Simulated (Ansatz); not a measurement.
# FeS2 (Marcasite) (Pnnm) in Ansatz: band structure with RPBE

Aim: the band structure of FeS2 (Marcasite) with RPBE.

Program: Ansatz 0.2.0. These are calculated values, not measurements. Logs are shortened: lines on timing, memory, paths and dates and some standing lists are left out, and cuts for length are marked.

## Step 1: The structure

The structure is orthorhombic, space group Pnnm (No. 58). Conventional cell: a = 4.440 Å, b = 5.390 Å, c = 3.370 Å, α = 90.00°, β = 90.00°, γ = 90.00°. Fe (site symmetry 2/m) has 6 S at 2.21 to 2.24 Å as nearest neighbours. Around S (site symmetry m) lie 3 Fe at 2.21 to 2.24 Å and 1 S at 2.25 Å.

## Step 2: Band structure, RPBE, collinear spin, ferromagnetic start

Input file input.yaml:

```yaml
crystal:
  lattice:
    - [4.44, 0.0, 0.0]
    - [0.0, 5.39, 0.0]
    - [0.0, 0.0, 3.37]
  atoms:
    - { symbol: Fe, position: [0.5, 0.5, 0.5], spin: 3.0 }
    - { symbol: Fe, position: [0.0, 0.0, 0.0], spin: 3.0 }
    - { symbol: S, position: [0.703, 0.125, 0.5] }
    - { symbol: S, position: [0.797, 0.625, 0.0] }
    - { symbol: S, position: [0.297, 0.875, 0.5] }
    - { symbol: S, position: [0.203, 0.375, 0.0] }
hamiltonian:
  xc: rpbe
  pseudopotentials: { kind: paw }
magnetization:
  spin_polarized: true
kpoints:
  mp_grid: { grid: [6, 5, 8] }
  band_path:
    path:
      - [[0.0, 0.0, 0.0], [0.0, 0.0, 0.5], [0.5, 0.0, 0.5], [0.5, 0.0, 0.0], [0.0, 0.0, 0.0], [0.0, 0.5, 0.0], [0.0, 0.5, 0.5], [0.5, 0.5, 0.5], [0.5, 0.5, 0.0], [0.0, 0.5, 0.0]]
      - [[0.5, 0.0, 0.0], [0.5, 0.5, 0.0]]
      - [[0.0, 0.5, 0.5], [0.0, 0.0, 0.5]]
      - [[0.5, 0.0, 0.5], [0.5, 0.5, 0.5]]
    npoints: 14
scf:
  occupations: { method: fermi_dirac, width: 0.05 }
  n_extra_bands: 15
output:
  forces: true
  stress: true
  eigenvalues: true
  fatbands: true
```

Potentials or basis: Ansatz PAW.

Started as:

```sh
$ ansatz run input.yaml --threads 2 --pin off --max-ram 5632MiB --backend cpu --events-out ev --progress --plain --runs-dir out
```

Standard output:

```text
Warning: RAYON_NUM_THREADS=2 ignored (pool sized by the plan → 2); use --threads N
scf.n_extra_bands = 15 over 28 filled bands (N_el = 56.0): the run solves 43 bands
Engine: ansatz 0.2.0, x86_64-unknown-linux-gnu
Pseudopotentials: kind: paw
Pseudopotential: Fe, paw, valence charge 16, recommended cutoff 420 eV (normal), Fe.paw.azcp
Pseudopotential: S, paw, valence charge 6, recommended cutoff 420 eV (normal), S.paw.azcp
Functional definition: RPBE
  parameter kappa = 0.804
  parameter beta = 0.06672455060314922
  exchange = rpbe_x(kappa = kappa, mu = beta*pi^2/3)
  correlation = pbe_c(beta = beta)
Crystal: 6 atoms, lattice volume = 80.649 Å³
Basis set: ecut = 420 eV, 1587 PW (Γ), exchange–correlation on 60×80×48 points (8 copies of the dense FFT grid, shifted against one another)
Bands: 43, of which v1, the nominal top of the filled ones, is band 28 counted from 1 (27 counted from 0)
Symmetry: 8 space group operations
Space group: Pnnm (ITA 58), of the structure as read, at distance tolerance 4.3e-5 Å
Magnetic group: BNS 58.393 (UNI 491), of the structure as read, at distance tolerance 4.3e-5 Å
k-points: 60 of 240
Non-local potential: Fe, projectors of the file, l = 0: 3, l = 1: 2, l = 2: 3, l = 3: 1
Non-local potential: S, projectors of the file, l = 0: 2, l = 1: 2, l = 2: 2
PAW form: soft (Blöchl's): semilocal exchange-correlation on the pseudo side does not see the compensation charge
PAW frozen core: Fe, regenerated for the run's functional, and the local potential with it (the file was generated under x = pbe(κ = 0.804, μ = 0.2195149727645171), c = pbe(β = 0.06672455060314922))
PAW frozen core: S, regenerated for the run's functional, and the local potential with it (the file was generated under x = pbe(κ = 0.804, μ = 0.2195149727645171), c = pbe(β = 0.06672455060314922))
PAW one-centre angular grid: Fe, 590 points (default); XC on 64 Gauss nodes
PAW one-centre angular grid: S, 110 points (default); XC on 64 Gauss nodes
Initial density: superposition of atomic densities (chi_scale 0.1, normalization cell, long waves kept (reshape's long-wave potential 0.00 eV rms))
Starting moments: Σ|m| = 6 μB on 2 of 6 sites
Initial wavefunctions: pseudopotential atomic-orbital guess
Functional: x = rpbe, c = pbe(β = 0.06672455060314922)
SCF iter   1: F=—  HF=-12594.682391 eV  |F-HF|=—  |Δ(HF+E_count)|=         —  Δρ=1.78e-1 (↑1.78e-1 ↓1.60e-1)  dr2=2.76e0  dr2_m=1.99e1  M=0.003 μB ∫|m|=0.832 μB  β_m=0.30  ethr=3.10e-3  ⟨swp⟩=6.2  Hψ=21948  notcnv=0  defer=63
Mixer restart at iter 1: flushing history
preconditioner: auto → Resta (q_TF=auto, 2.567 Å⁻¹)  ε∞=6.4  [insulator: Δε(μ)=0.380 eV  Ē_g=11.247 eV  σ=0.050 eV  W_gap=0.96  n_scr=20 (ndim 8)  ℏωp=26.2 eV  f_vac=0.000  D(μ)=0.06/eV (n_scr^D=0)  ε∞_Penn≈6.4]
spin=Collinear: Resta preconditioning applied to the charge; magnetization (m = ρ↑ − ρ↓) channel mixes plain (no charge-response kernel on spin).
SCF iter   2: F=—  HF=-12594.257254 eV  |F-HF|=—  |Δ(HF+E_count)|=   4.25e-1  Δρ=1.25e-1 (↑1.18e-1 ↓1.25e-1)  dr2=2.28e0  dr2_m=1.03e1  M=0.001 μB ∫|m|=0.662 μB  β_m=0.65  ethr=3.10e-3  ⟨swp⟩=2.0  Hψ=6841  notcnv=0  defer=667
SCF iter   3: F=—  HF=-12595.757787 eV  |F-HF|=—  |Δ(HF+E_count)|=    1.50e0  Δρ=4.48e-2 (↑4.48e-2 ↓3.22e-2)  dr2=2.89e0  dr2_m=3.15e-2  M=0.000 μB ∫|m|=0.134 μB  β_m=0.51  ethr=3.10e-3  ⟨swp⟩=3.2  Hψ=10272  notcnv=0  defer=890
SCF iter   4: F=—  HF=-12595.179323 eV  |F-HF|=—  |Δ(HF+E_count)|=   5.78e-1  Δρ=4.59e-3 (↑4.59e-3 ↓4.49e-3)  dr2=9.51e-2  dr2_m=2.62e-3  M=0.000 μB ∫|m|=0.093 μB  β_m=0.66  ethr=3.10e-3  ⟨swp⟩=2.7  Hψ=10391  notcnv=0  defer=906
SCF iter   5: F=—  HF=-12595.160472 eV  |F-HF|=—  |Δ(HF+E_count)|=   1.89e-2  Δρ=2.98e-3 (↑2.98e-3 ↓2.29e-3)  dr2=1.44e-2  dr2_m=2.51e-4  M=0.000 μB ∫|m|=0.030 μB  β_m=0.83  ethr=1.70e-4  ⟨swp⟩=2.6  Hψ=8700  notcnv=0  defer=970
SCF iter   6: F=—  HF=-12595.172447 eV  |F-HF|=—  |Δ(HF+E_count)|=   1.20e-2  Δρ=2.63e-3 (↑2.63e-3 ↓2.26e-3)  dr2=1.56e-2  dr2_m=3.27e-5  M=0.000 μB ∫|m|=0.009 μB  β_m=0.92  ethr=2.57e-5  ⟨swp⟩=3.0  Hψ=8763  notcnv=0  defer=970
SCF iter   7: F=—  HF=-12595.172804 eV  |F-HF|=—  |Δ(HF+E_count)|=   3.57e-4  Δρ=5.20e-4 (↑3.94e-4 ↓5.20e-4)  dr2=6.65e-4  dr2_m=3.29e-6  M=0.000 μB ∫|m|=0.002 μB  β_m=0.96  ethr=2.57e-5  ⟨swp⟩=2.6  Hψ=8439  notcnv=0  defer=970
SCF iter   8: F=—  HF=-12595.172839 eV  |F-HF|=—  |Δ(HF+E_count)|=   3.53e-5  Δρ=1.12e-4 (↑7.26e-5 ↓1.12e-4)  dr2=2.59e-5  dr2_m=3.90e-7  M=-0.000 μB ∫|m|=0.000 μB  β_m=0.98  ethr=1.19e-6  ⟨swp⟩=2.2  Hψ=6311  notcnv=0  defer=970
SCF iter   9: F=—  HF=-12595.172844 eV  |F-HF|=—  |Δ(HF+E_count)|=   5.38e-6  Δρ=1.80e-5 (↑1.09e-5 ↓1.80e-5)  dr2=4.91e-7  dr2_m=5.10e-8  M=-0.000 μB ∫|m|=0.000 μB  β_m=0.99  ethr=4.62e-8  ⟨swp⟩=2.1  Hψ=6927  notcnv=0  defer=970
SCF iter  10: F=—  HF=-12595.172845 eV  |F-HF|=—  |Δ(HF+E_count)|=   5.96e-7  Δρ=5.06e-6 (↑5.06e-6 ↓2.63e-6)  dr2=4.38e-8  dr2_m=2.20e-9  M=-0.000 μB ∫|m|=0.000 μB  β_m=0.99  ethr=8.77e-10  ⟨swp⟩=2.0  Hψ=7612  notcnv=0  defer=970
SCF iter  11: F=—  HF=-12595.172845 eV  |F-HF|=—  |Δ(HF+E_count)|=   3.17e-8  Δρ=7.40e-7 (↑5.29e-7 ↓7.40e-7)  dr2=1.56e-9  dr2_m=3.65e-11  M=-0.000 μB ∫|m|=0.000 μB  β_m=1.00  ethr=7.82e-11  ⟨swp⟩=2.0  Hψ=7417  notcnv=0  defer=970
SCF iter  12: F=-12595.172845 eV  HF=-12595.172845 eV  |F-HF|=1.64e-11  |Δ(HF+E_count)|=   1.35e-9  Δρ=1.63e-7 (↑1.43e-7 ↓1.63e-7)  dr2=8.28e-11  dr2_m=2.55e-13  M=-0.000 μB ∫|m|=0.000 μB  ethr=2.79e-12  ⟨swp⟩=7.6  Hψ=23267  notcnv=0
SCF 1 converged in 12 iterations: F = -12595.172845 eV  dr2 = 8.28e-11
WARN: the starting moments were not kept: the SCF closed with an absolute magnetisation of 4.2e-7 μB, where they sum to 6 μB in size (2 sites). That is at most 0.1 of that sum. Measured as dr2_m measures the in/out step, that magnetisation stands 3.6e-14 eV from none, at or under the dr2_threshold of 1.0e-7 eV: it is no larger than a step whose dr2_m would equal this threshold. The system may hold no moment; this SCF shows only that its start led to no more than that. To try another start: raise the starting moments (crystal.atoms[].spin, magnetization.per_species, magnetization.initial_magnetization, or on a non-collinear deck that types none of these the spinor_matrix: blocks that start its atoms; where the total moment is fixed, keep their sum and leave initial_magnetization as it is; typed ones take the place of any that the run laid by itself, positive ones on a crystal's lanthanoids without a Hubbard term where scf.initial_density.shell_occupations: [] is typed) or, if the notice of its spin-set hold's release reads "site moments contracting" or "site moments show no strong build", lengthen the hold (scf.mixing.spin_hold: { on: { confirm: 4 } }; for m-r²SCAN on two components see the key's manual first). Each may lead to a state that holds a moment. A second SCF, from the converged charge density, with the starting moments and any scf.initial_density.shell_occupations laid on it anew, would have followed, and was not run: the deck does not ask for one (magnetization.retry_lost_moments is false, the default). To let it run, set magnetization.retry_lost_moments: true and run the deck again, where that key's refused combinations let it; where memory then withholds it, that run's warning says so.
NSCF: frozen V_eff on 172 k-points
SCF converged after 12 iterations
Magnetization: -0.0000 μB (28.0000 up, 28.0000 down)
Absolute magnetization: 0.0000 μB (∫|ρ↑−ρ↓|, with the PAW one-centre terms)
Spin contamination: 0.0000 ħ² per cell (⟨S²⟩ above its minimum at these occupations)
Per-site moments (μB) at R_I (Å): [(-8.778483206553131e-8, 0.9129053990758792), (-8.778483209914363e-8, 0.9129053990758792), (3.332184280678345e-8, 0.9129053990758792), (3.3321842712555225e-8, 0.9129053990758792), (3.3321842752253e-8, 0.9129053990758794), (3.332184278140912e-8, 0.9129053990758794)]
Free energy (F): -12595.172845 eV
Harris-Foulkes:  -12595.172845 eV  (|F-HF|=1.64e-11)
Internal energy: -12595.172833 eV  (E = F + TS)
E sigma→0 (E₀):  -12595.172839 eV
Entropy (-TS):   -0.000011 eV (-0.002 meV/atom)
Fermi energy:    13.280688 eV
--- Per-component energies (eV) ---
  E_band       = -478.216874
  E_kinetic    = 1146.332639
  E_local      = -6141.389542  (includes V_loc(G=0)·N_el)
  E_nonlocal   = 537.078807
  E_hartree    = 2624.271945
  E_xc         = -630.968034
  E_vxc        = -661.694473  (∫ρ·V_xc dr)
  E_paw        = -5151.114905  (= ΣΔE_a)
  E_vpaw       = -607.090405  (= ΣTr[D̂ρ^β])
  E_aug_tail   = 0.001678  (compensation charges beyond the density's cutoff)
  E_ewald      = -4979.142911
  E_core_change = -0.242511  (= ΣΔE_core)
  E_smearing   = -0.000011  (= −TS)
  E_closure    = -0.000000  (closes the sum)
  Σ components = -12595.172845   (vs F -12595.172845, Δ=0.00e0)
--- Forces (eV/Å), atoms counted from 1 ---
  atom   1  Fe     0.00000000    -0.00000000     0.00000000
  atom   2  Fe    -0.00000000     0.00000000     0.00000000
  atom   3  S      0.12201730    -0.08350336     0.00000000
  atom   4  S     -0.12201730    -0.08350336    -0.00000000
  atom   5  S     -0.12201730     0.08350336    -0.00000000
  atom   6  S      0.12201730     0.08350336     0.00000000
  max |Σ_I F_I| component: 2.78e-17 eV/Å
--- Stress (GPa, compression-positive) ---
        4.041294      -0.000000      -0.000000
       -0.000000       5.500720       0.000000
       -0.000000       0.000000       4.936482
  P = ⅓ Tr σ = 4.8262 GPa (48.262 kbar)
--- Band table (eV; the first three rows and the last of 120) ---
  k-point 0 ↑: bands = ["-73.9309", "-73.9308", "-40.0579", "-40.0568", "-39.9253", "-39.9251", "-39.8739", "-39.8729", "-4.0551", "-1.6419", "0.1935", "0.9243", "5.0999", "6.5814", "7.2082", "7.7944", "8.5795", "8.6843", "9.0491", "9.2074", "9.3512", "11.3385", "11.3435", "11.6494", "11.8046", "11.9873", "12.0266", "12.3025", "13.9612", "14.2414", "15.4837", "15.8983", "16.1792", "16.5669", "18.1277", "18.5184", "20.2794", "20.4177", "21.0660", "21.8079", "21.9524", "22.9123", "23.7378"]
  k-point 1 ↑: bands = ["-73.9309", "-73.9307", "-40.0578", "-40.0568", "-39.9250", "-39.9249", "-39.8756", "-39.8747", "-3.9158", "-1.6259", "0.2609", "0.9400", "5.2599", "6.6084", "7.2478", "7.5560", "8.0742", "8.5495", "8.9540", "9.3064", "9.5488", "10.3054", "11.4073", "11.6281", "11.8858", "11.9182", "12.4413", "12.4511", "14.1687", "14.2954", "15.2970", "15.6872", "15.7487", "16.2325", "18.6977", "18.8817", "19.4999", "21.3353", "21.5242", "21.9952", "22.1108", "22.4874", "23.6498"]
  k-point 2 ↑: bands = ["-73.9307", "-73.9305", "-40.0574", "-40.0566", "-39.9245", "-39.9244", "-39.8796", "-39.8789", "-3.5194", "-1.6416", "0.4411", "0.9682", "5.6543", "6.4261", "7.1786", "7.2208", "7.5812", "8.3800", "8.5845", "9.1834", "9.1902", "10.1427", "11.2493", "11.5031", "11.7854", "11.8322", "12.6154", "12.7307", "14.4025", "14.4133", "14.4745", "15.3061", "15.4229", "15.6224", "18.6047", "19.7701", "20.3469", "20.4053", "21.4654", "22.6736", "22.9716", "23.7866", "24.1728"]
  k-point 59 ↓: bands = ["-73.9304", "-73.9304", "-40.0566", "-40.0566", "-39.9239", "-39.9239", "-39.8852", "-39.8852", "-1.8071", "-1.8071", "0.1243", "0.1243", "5.5130", "5.5130", "5.7735", "5.7735", "8.9381", "8.9381", "9.1555", "9.1555", "9.8768", "9.8768", "11.4584", "11.4584", "12.0972", "12.0972", "12.4336", "12.4336", "14.4135", "14.4135", "14.7191", "14.7191", "15.6231", "15.6231", "19.4634", "19.4634", "19.6502", "19.6502", "21.0642", "21.0642", "21.9650", "21.9650", "25.0803"]
```

Wall time 47 s (2 threads of Intel Xeon Platinum 8259CL at 2.50GHz (Skylake/Cascade Lake), shared host); peak memory 0.78 GiB.

What came out:

```
Free energy             : -12595.1728 eV
Pressure                : 4.8 GPa
Largest force           : 0.148 eV/Å
Band gap on the k mesh  : 0.97 eV, indirect (least direct gap 1.21 eV)
Band gap along the path : 0.86 eV, indirect (least direct gap 1.22 eV)
Net moment              : 0.00 μB per cell
Absolute moment         : 0.00 μB per cell
```

Forces on the atoms (eV/Å):
```
Fe   0.000  0.000  0.000
Fe   0.000  0.000  0.000
S    0.122 -0.084  0.000
S   -0.122 -0.084  0.000
S   -0.122  0.084  0.000
S    0.122  0.084  0.000
```

Levels at the corners of the path, in eV from the valence-band top:
Spin up:
```tsv
point	band 26	band 27	band 28	band 29	band 30	band 31
Γ	-0.85	-0.81	-0.53	1.13	1.41	2.65
X	-0.97	-0.45	-0.45	1.49	1.49	1.68
S	-0.83	-0.39	-0.39	1.50	1.50	1.85
Y	-0.75	-0.14	-0.14	1.79	1.79	1.83
Γ	-0.85	-0.81	-0.53	1.13	1.41	2.65
Z	-0.91	-0.37	-0.37	1.10	1.10	2.42
U	-1.50	-0.42	-0.42	0.86	0.86	2.21
R	-0.68	-0.41	-0.41	1.55	1.55	2.09
T	-1.21	-0.97	-0.97	1.37	1.37	1.97
Z	-0.91	-0.37	-0.37	1.10	1.10	2.42
Y	-0.75	-0.14	-0.14	1.79	1.79	1.83
T	-1.21	-0.97	-0.97	1.37	1.37	1.97
U	-1.50	-0.42	-0.42	0.86	0.86	2.21
X	-0.97	-0.45	-0.45	1.49	1.49	1.68
S	-0.83	-0.39	-0.39	1.50	1.50	1.85
R	-0.68	-0.41	-0.41	1.55	1.55	2.09
```
Spin down:
| point | band 25 | band 26 | band 27 | band 28 | band 29 | band 30 | band 31 | band 32 |
| --- | --- | --- | --- | --- | --- | --- | --- | --- |
| Γ | -1.03 | -0.85 | -0.81 | -0.53 | 1.13 | 1.41 | 2.65 | 3.06 |
| X | -0.97 | -0.97 | -0.45 | -0.45 | 1.49 | 1.49 | 1.68 | 1.68 |
| S | -0.83 | -0.83 | -0.39 | -0.39 | 1.50 | 1.50 | 1.85 | 1.85 |
| Y | -0.75 | -0.75 | -0.14 | -0.14 | 1.79 | 1.79 | 1.83 | 1.83 |
| Γ | -1.03 | -0.85 | -0.81 | -0.53 | 1.13 | 1.41 | 2.65 | 3.06 |
| Z | -0.91 | -0.91 | -0.37 | -0.37 | 1.10 | 1.10 | 2.42 | 2.42 |
| U | -1.50 | -1.50 | -0.42 | -0.42 | 0.86 | 0.86 | 2.21 | 2.21 |
| R | -0.68 | -0.68 | -0.41 | -0.41 | 1.55 | 1.55 | 2.09 | 2.09 |
| T | -1.21 | -1.21 | -0.97 | -0.97 | 1.37 | 1.37 | 1.97 | 1.97 |
| Z | -0.91 | -0.91 | -0.37 | -0.37 | 1.10 | 1.10 | 2.42 | 2.42 |
| Y | -0.75 | -0.75 | -0.14 | -0.14 | 1.79 | 1.79 | 1.83 | 1.83 |
| T | -1.21 | -1.21 | -0.97 | -0.97 | 1.37 | 1.37 | 1.97 | 1.97 |
| U | -1.50 | -1.50 | -0.42 | -0.42 | 0.86 | 0.86 | 2.21 | 2.21 |
| X | -0.97 | -0.97 | -0.45 | -0.45 | 1.49 | 1.49 | 1.68 | 1.68 |
| S | -0.83 | -0.83 | -0.39 | -0.39 | 1.50 | 1.50 | 1.85 | 1.85 |
| R | -0.68 | -0.68 | -0.41 | -0.41 | 1.55 | 1.55 | 2.09 | 2.09 |

Caveat: the starting moments collapsed, and a magnetic state may lie lower; the k mesh misses the band edges, so the gap on the mesh is wider than the one along the path; the PAW data sets come from PBE, with cores solved anew for the run's functional, which leaves a small shift of forces and pressure; the starting moments weren't kept.
